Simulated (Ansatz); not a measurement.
# Zr (element-swapped structure): how the settings move a single-point run

How sensitive is a single-point run of Zr (element-swapped structure) to its settings? A reference run comes first, then four runs with altered input.

This is Zr in the fcc structure; at room conditions it is hcp.

Program: Ansatz 0.2.0. Level of theory: reference: DFT PBE, plane waves, PAW, scalar-relativistic, no spin polarisation. These are calculated values, not measurements.

## 1. The starting structure

The structure is cubic, space group Fm-3m (No. 225). Conventional cell: a = 4.221 Å, b = 4.221 Å, c = 4.221 Å, α = 90.00°, β = 90.00°, γ = 90.00°. Zr (site symmetry m-3m) is surrounded by 12 Zr at 2.99 Å.

Structure file:

```
Zr
1.0
     0.00000    2.11073    2.11073
     2.11073    0.00000    2.11073
     2.11073    2.11073    0.00000
Zr
1
Direct
  0.00000 0.00000 0.00000
```

## 2. The reference run

The input, input.yaml:

```yaml
crystal:
  lattice:
    - [0.0, 2.110731, 2.110731]
    - [2.110731, 0.0, 2.110731]
    - [2.110731, 2.110731, 0.0]
  atoms:
    - { symbol: Zr, position: [0.0, 0.0, 0.0] }
  symmetry: { tolerance: 0.0003 }
kpoints:
  mp_grid: { grid: [7, 7, 7], shift: [0, 0, 0] }
magnetization:
  spin_polarized: false
scf:
  occupations: { method: gaussian, width: 0.0108 }
hamiltonian:
  pseudopotentials: { kind: paw }
  xc: pbe
basis:
  ecutwfc: 420
output:
  forces: true
  stress: true
  eigenvalues: true
```

Run with:

```bash
ansatz run input.yaml --threads 1 --pin off --max-ram 2560MiB --backend cpu --events-out ev --progress --plain --runs-dir out
```

The program printed, shortened:

```text
Warning: RAYON_NUM_THREADS=1 ignored (pool sized by the plan → 1); use --threads N
[...]
Pseudopotentials: kind: paw
Pseudopotential: Zr, paw, valence charge 12, recommended cutoff 420 eV (normal), Zr.paw.azcp
Functional definition: PBE
[...]
Crystal: 1 atoms, lattice volume = 18.807 Å³
Basis set: ecut = 420 eV, 339 PW (Γ), exchange–correlation on 40×40×40 points (8 copies of the dense FFT grid, shifted against one another)
Bands: 10, of which v1, the nominal top of the filled ones, is band 6 counted from 1 (5 counted from 0)
Symmetry: 48 space group operations
Space group: Fm-3m (ITA 225), of the structure as read, at distance tolerance 8.0e-4 Å
k-points: 20 of 343
[...]
SCF iter   1: F=—  HF=-4183.440035 eV  |F-HF|=—  |Δ(HF+E_count)|=         —  Δρ=6.54e-3  dr2=5.95e-3  ethr=1.77e-3  ⟨swp⟩=5.3  Hψ=1153  notcnv=0
[...]
SCF iter   6: F=-4183.439664 eV  HF=-4183.439664 eV  |F-HF|=1.55e-11  |Δ(HF+E_count)|=   1.21e-9  Δρ=1.83e-6  dr2=2.20e-10  ethr=5.64e-11  ⟨swp⟩=1.6  Hψ=636  notcnv=0
[...]
SCF converged after 6 iterations
Free energy (F): -4183.439664 eV
[...]
E sigma→0 (E₀):  -4183.439445 eV
Entropy (-TS):   -0.000438 eV (-0.438 meV/atom)
Fermi energy:    17.790065 eV
[...]
--- Forces (eV/Å), atoms counted from 1 ---
  atom   1  Zr    -0.00000000    -0.00000000     0.00000000
[...]
--- Stress (GPa, compression-positive) ---
       26.879155      -0.000000       0.000000
        0.000000      26.879155       0.000000
        0.000000      -0.000000      26.879155
  P = ⅓ Tr σ = 26.8792 GPa (268.792 kbar)
--- Band table (eV; the first three rows and the last of 20) ---
  k-point 0: bands = ["-30.7154", "-7.8028", "-7.8028", "-7.8028", "11.9301", "18.6753", "18.6753", "18.6753", "21.8472", "21.8472"]
[...]
```

Wall time 0.41 s (1 thread of Arm Neoverse V2, shared host); peak memory 0.25 GiB.

## 3. Variant: hubbard.sites [{species: Zr, l: d, u_eff: 5.0}], hubbard.double_counting amf

input.yaml, as its differences from that of step 2:

```diff
@@ -17,2 +17,3 @@
   xc: pbe
+  hubbard: { sites: [{ species: Zr, l: d, u_eff: 5.0 }], double_counting: amf }
 basis:
```

Run with:

```bash
ansatz run input.yaml --threads 1 --pin off --max-ram 2560MiB --backend cpu --events-out ev --progress --plain --runs-dir out
```

The program printed, shortened:

```text
Warning: RAYON_NUM_THREADS=1 ignored (pool sized by the plan → 1); use --threads N
Zr: projections on atomic orbitals take those of the free atom [Ar 3d10] 4s2 4p6 4d2 5s2, of charge +0.00 (hamiltonian.pseudopotentials.projection_atoms); the dataset's partial waves leave at most 4.4e-6 of an orbital's norm unspanned inside its sphere
[...]
Pseudopotentials: kind: paw
Pseudopotential: Zr, paw, valence charge 12, recommended cutoff 420 eV (normal), Zr.paw.azcp
Functional definition: PBE
[...]
Crystal: 1 atoms, lattice volume = 18.807 Å³
Basis set: ecut = 420 eV, 339 PW (Γ), exchange–correlation on 40×40×40 points (8 copies of the dense FFT grid, shifted against one another)
Bands: 10, of which v1, the nominal top of the filled ones, is band 6 counted from 1 (5 counted from 0)
Symmetry: 48 space group operations
Space group: Fm-3m (ITA 225), of the structure as read, at distance tolerance 8.0e-4 Å
k-points: 20 of 343
[...]
SCF iter  12: F=-4183.441114 eV  HF=-4183.441114 eV  |F-HF|=2.00e-8  |Δ(HF+E_count)|=   6.14e-6  Δρ=8.48e-6  dr2=8.53e-9  ethr=8.33e-10  ⟨swp⟩=3.0  Hψ=728  notcnv=0
[...]
SCF converged after 12 iterations
Free energy (F): -4183.441114 eV
[...]
E sigma→0 (E₀):  -4183.440760 eV
Entropy (-TS):   -0.000708 eV (-0.708 meV/atom)
Fermi energy:    17.770716 eV
[...]
DFT+U double counting: amf (around mean field; hamiltonian.hubbard.double_counting)
--- Forces (eV/Å), atoms counted from 1 ---
  atom   1  Zr    -0.00000000    -0.00000000     0.00000000
[...]
--- Stress (GPa, compression-positive) ---
       28.145134      -0.000000       0.000000
       -0.000000      28.145134       0.000000
        0.000000       0.000000      28.145134
  P = ⅓ Tr σ = 28.1451 GPa (281.451 kbar)
--- Band table (eV; the first three rows and the last of 20) ---
  k-point 0: bands = ["-30.7142", "-7.8016", "-7.8016", "-7.8016", "11.9284", "18.6293", "18.6293", "18.6293", "21.9211", "21.9211"]
[...]
Occupation matrices written to <dir>
```

Run time: 1.3 s. Hardware: 1 thread of Arm Neoverse V2, shared host; peak memory 0.25 GiB.

Changing the Hubbard U moves the energy by -1.5 meV/atom, and the pressure goes from 26.9 to 28.1 GPa. The U term adds an energy of its own, so the shift says nothing about which run is better. Cost: 12 SCF cycles against 6.

## 4. Changed: preconditioner none, xc revpbe

input.yaml, as its differences from that of step 2:

```diff
@@ -14,5 +14,6 @@
   occupations: { method: gaussian, width: 0.0108 }
+  mixing: { preconditioner: none }
 hamiltonian:
   pseudopotentials: { kind: paw }
-  xc: pbe
+  xc: revpbe
 basis:
```

Run with:

```bash
ansatz run input.yaml --threads 1 --pin off --max-ram 2560MiB --backend cpu --events-out ev --progress --plain --runs-dir out
```

The program printed, shortened:

```text
Warning: RAYON_NUM_THREADS=1 ignored (pool sized by the plan → 1); use --threads N
[...]
Pseudopotentials: kind: paw
Pseudopotential: Zr, paw, valence charge 12, recommended cutoff 420 eV (normal), Zr.paw.azcp
Functional definition: revPBE
[...]
Crystal: 1 atoms, lattice volume = 18.807 Å³
Basis set: ecut = 420 eV, 339 PW (Γ), exchange–correlation on 40×40×40 points (8 copies of the dense FFT grid, shifted against one another)
Bands: 10, of which v1, the nominal top of the filled ones, is band 6 counted from 1 (5 counted from 0)
Symmetry: 48 space group operations
Space group: Fm-3m (ITA 225), of the structure as read, at distance tolerance 8.0e-4 Å
k-points: 20 of 343
[...]
SCF iter   1: F=—  HF=-4188.248595 eV  |F-HF|=—  |Δ(HF+E_count)|=         —  Δρ=6.69e-3  dr2=6.23e-3  ethr=1.77e-3  ⟨swp⟩=5.3  Hψ=1153  notcnv=0
[...]
SCF iter   6: F=-4188.248492 eV  HF=-4188.248492 eV  |F-HF|=3.64e-12  |Δ(HF+E_count)|=  2.71e-10  Δρ=1.56e-6  dr2=1.54e-10  ethr=4.46e-11  ⟨swp⟩=1.6  Hψ=637  notcnv=0
[...]
SCF converged after 6 iterations
Free energy (F): -4188.248492 eV
[...]
E sigma→0 (E₀):  -4188.248251 eV
Entropy (-TS):   -0.000482 eV (-0.482 meV/atom)
Fermi energy:    17.852677 eV
[...]
--- Forces (eV/Å), atoms counted from 1 ---
  atom   1  Zr     0.00000000     0.00000000     0.00000000
[...]
--- Stress (GPa, compression-positive) ---
       28.923747       0.000000       0.000000
        0.000000      28.923747       0.000000
        0.000000       0.000000      28.923747
  P = ⅓ Tr σ = 28.9237 GPa (289.237 kbar)
--- Band table (eV; the first three rows and the last of 20) ---
  k-point 0: bands = ["-30.6703", "-7.7617", "-7.7617", "-7.7617", "11.9972", "18.7385", "18.7385", "18.7385", "21.9097", "21.9097"]
[...]
```

It took 0.43 s on 1 thread of Arm Neoverse V2, shared host; peak memory 0.24 GiB.

A change of functional puts the total energy on another scale; the pressure goes from 26.9 to 28.9 GPa. At this fixed cell a higher pressure means that this functional prefers a larger volume than the reference.

## 5. Changing settings: lower_state_search standard

input.yaml, as its differences from that of step 2:

```diff
@@ -14,2 +14,3 @@
   occupations: { method: gaussian, width: 0.0108 }
+  lower_state_search: standard
 hamiltonian:
@@ -23 +24,5 @@
   eigenvalues: true
+  write_density: true
+  write_potential: true
+  elf: true
+  volumetric_format: npy
```

Run with:

```bash
ansatz run input.yaml --threads 1 --pin off --max-ram 2560MiB --backend cpu --events-out ev --progress --plain --runs-dir out
```

The program printed, shortened:

```text
Warning: RAYON_NUM_THREADS=1 ignored (pool sized by the plan → 1); use --threads N
[...]
Pseudopotentials: kind: paw
Pseudopotential: Zr, paw, valence charge 12, recommended cutoff 420 eV (normal), Zr.paw.azcp
Functional definition: PBE
[...]
Crystal: 1 atoms, lattice volume = 18.807 Å³
Basis set: ecut = 420 eV, 339 PW (Γ), exchange–correlation on 40×40×40 points (8 copies of the dense FFT grid, shifted against one another)
Bands: 10, of which v1, the nominal top of the filled ones, is band 6 counted from 1 (5 counted from 0)
Symmetry: 48 space group operations
Space group: Fm-3m (ITA 225), of the structure as read, at distance tolerance 8.0e-4 Å
k-points: 20 of 343
[...]
SCF iter   1: F=—  HF=-4183.440035 eV  |F-HF|=—  |Δ(HF+E_count)|=         —  Δρ=6.54e-3  dr2=5.95e-3  ethr=1.77e-3  ⟨swp⟩=5.3  Hψ=1153  notcnv=0
[...]
SCF iter   6: F=-4183.439664 eV  HF=-4183.439664 eV  |F-HF|=1.64e-11  |Δ(HF+E_count)|=   1.21e-9  Δρ=1.83e-6  dr2=2.20e-10  ethr=5.64e-11  ⟨swp⟩=4.6  Hψ=968  notcnv=0
[...]
SCF converged after 6 iterations
Free energy (F): -4183.439664 eV
[...]
E sigma→0 (E₀):  -4183.439445 eV
Entropy (-TS):   -0.000438 eV (-0.438 meV/atom)
Fermi energy:    17.790065 eV
[...]
--- Forces (eV/Å), atoms counted from 1 ---
  atom   1  Zr    -0.00000000     0.00000000    -0.00000000
[...]
--- Stress (GPa, compression-positive) ---
       26.879159       0.000000       0.000000
        0.000000      26.879159       0.000000
       -0.000000      -0.000000      26.879159
  P = ⅓ Tr σ = 26.8792 GPa (268.792 kbar)
--- Band table (eV; the first three rows and the last of 20) ---
  k-point 0: bands = ["-30.7154", "-7.8028", "-7.8028", "-7.8028", "11.9301", "18.6753", "18.6753", "18.6753", "21.8472", "21.8472"]
[...]
```

It took 0.51 s on 1 thread of Arm Neoverse V2, shared host; peak memory 0.25 GiB.

The changed input (search for lower states) leaves the energy the same to the digits printed.

## 6. A run with other settings

input.yaml, as its differences from that of step 2:

```diff
@@ -9,3 +9,3 @@
 kpoints:
-  mp_grid: { grid: [7, 7, 7], shift: [0, 0, 0] }
+  mp_grid: { grid: [7, 7, 7], shift: [0, 0, 0], kspacing: 0.3 }
 magnetization:
@@ -14,2 +14,3 @@
   occupations: { method: gaussian, width: 0.0108 }
+  max_iter: 75
 hamiltonian:
```

Run with:

```bash
ansatz run input.yaml --threads 1 --pin off --max-ram 2560MiB --backend cpu --events-out ev --progress --plain --runs-dir out
```

The program printed:

```text
Error: invalid value for `kpoints.mp_grid.kspacing`: mutually exclusive with `grid` — set one or the other
```

Wall time 0.04 s (1 thread of Arm Neoverse V2, shared host); peak memory 0.09 GiB.

## 7. Diagnosis

The run ended at the input check. Its message: «invalid value for `kpoints.mp_grid.kspacing`: mutually exclusive with `grid` — set one or the other»

In the input, kpoints.mp_grid.kspacing is 0.3. No mesh follows from the k-point block as it stands.

The cure: delete kpoints.mp_grid.kspacing.

## 8. All runs together

| run | ending | energy change | pressure (GPa) | gap (eV) | force (eV/Å) | cycles | time |
| --- | --- | --- | --- | --- | --- | --- | --- |
| reference | converged | 0 | 26.9 | 0.00 | 0.00 | 6 | 0.41 s |
| 1: hubbard.sites [{species: Zr, l: d, u_eff: 5.0}], hubbard.double_counting amf | converged | -1.5 meV/atom (U changed: no physical gain or loss) | 28.1 | 0.00 | 0.00 | 12 | 1.3 s |
| 2: preconditioner none, xc revpbe | converged | not comparable | 28.9 | 0.00 | 0.00 | 6 | 0.43 s |
| 3: lower_state_search standard | converged | 0.0 meV/atom | 26.9 | 0.00 | 0.00 | 6 | 0.51 s |
| 4: kspacing 0.3 | refused | - | - | - | - | - | 0.04 s |

Times don't compare one to one where runs were asked for different outputs or read a saved state (see the inputs); cycles may leave out searches for a lower state.

Residual by cycle in the longest SCF loop of each run; runs are numbered as in the table. The quantity is the density residual dr2, in eV.

```
cycle  reference    run 1    run 2    run 3
    1    0.00595    0.172  0.00623  0.00595
    2    0.00111  0.00744  0.00117  0.00111
    3     8.5e-6  0.00101   7.4e-6   8.5e-6
    4     2.9e-7   1.0e-4   2.9e-7   2.9e-7
    5     6.8e-9   5.8e-5   5.4e-9   6.8e-9
    6    2.2e-10   4.5e-4  1.5e-10  2.2e-10
    7          -   5.8e-4        -        -
    8          -   5.1e-4        -        -
    9          -   1.2e-4        -        -
   10          -   6.6e-6        -        -
   11          -   2.2e-6        -        -
   12          -   8.5e-9        -        -
```

«lower_state_search standard» leaves the energy as it was. A changed U is a change of model: its shifts are not errors of convergence. The structure is not at rest: the sound run finds 27 GPa, so these are no properties of the relaxed crystal.  1 of the 4 altered inputs did not end normally.

The reference has limits of its own: its mesh is coarse for a cell with so small a gap or none; the structure is made up and not relaxed.
